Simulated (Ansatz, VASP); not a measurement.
Given: the input of a run of Ansatz 0.2.0 on Ni.

input.yaml

```yaml
crystal:
  lattice:
    - [0.0, 1.737572933, 1.737572933]
    - [1.737572933, 0.0, 1.737572933]
    - [1.737572933, 1.737572933, 0.0]
  atoms:
    - { symbol: Ni, position: [0.0, 0.0, 0.0], spin: 1.0 }
kpoints:
  mp_grid: { grid: [13, 13, 13] }
scf:
  occupations: { method: gaussian, width: 0.024 }
hamiltonian:
  xc: pbe
  pseudopotentials: { kind: all_electron, lapw: { basis_error: 0.001 } }
magnetization:
  spin_polarized: true
output:
  forces: true
  stress: true
  eigenvalues: true
```

Potentials or basis: all-electron LAPW, scalar-relativistic.

The run is started by

```sh
$ ansatz run input.yaml --threads 2 --pin off --max-ram 6144MiB --backend cpu --events-out ev --progress --plain --runs-dir out
```

Translate it to VASP 6.6.1. Potentials there: VASP PAW PBE potentials, release 64 (Ni).

As run (the cutoff follows the program's own potentials):

Contents of INCAR:

```
ALGO = Fast
EDIFF = 1E-6
ENCUT = 520
GGA = PE
ISIF = 2
ISMEAR = 0
ISPIN = 2
LASPH = T
LCHARG = F
LMAXMIX = 4
LORBIT = 11
LREAL = F
LWAVE = F
MAGMOM = 1
NBANDS = 15
NELM = 150
PREC = Accurate
SIGMA = 0.024
```

The input KPOINTS:

```
k-points
0
Gamma
  13 13 13
```

POSCAR

```
Ni
1.0
    0.0000000000      1.7375729330      1.7375729330
    1.7375729330      0.0000000000      1.7375729330
    1.7375729330      1.7375729330      0.0000000000
Ni
1
Direct
    0.0000000000      0.0000000000      0.0000000000
```

Potentials or basis: VASP PAW PBE potentials, release 64 (Ni).

Run with:

```console
$ cat potpaw_PBE.64/Ni/POTCAR > POTCAR
$ mpirun -np 1 vasp_std > vasp.out
```

Both were run:

|  | VASP | Ansatz | Ansatz less VASP |
| --- | --- | --- | --- |
| gap on the k mesh at the Fermi level (eV) | none | none | - |
| pressure (GPa) | 7.5 | 8.0 | +0.43 |
| net moment per atom (μB) | 0.62 | 0.64 | +0.017 |
| size of the moment on the site where the two differ most (μB) | 0.63 | 0.66 | +0.032 |

Site moments also hang on the region over which each program counts them. A gap of «none» marks a metal or a gap that the smearing closes. Ansatz ran all-electron here, so the differences hold the error of VASP's frozen core and of both bases.
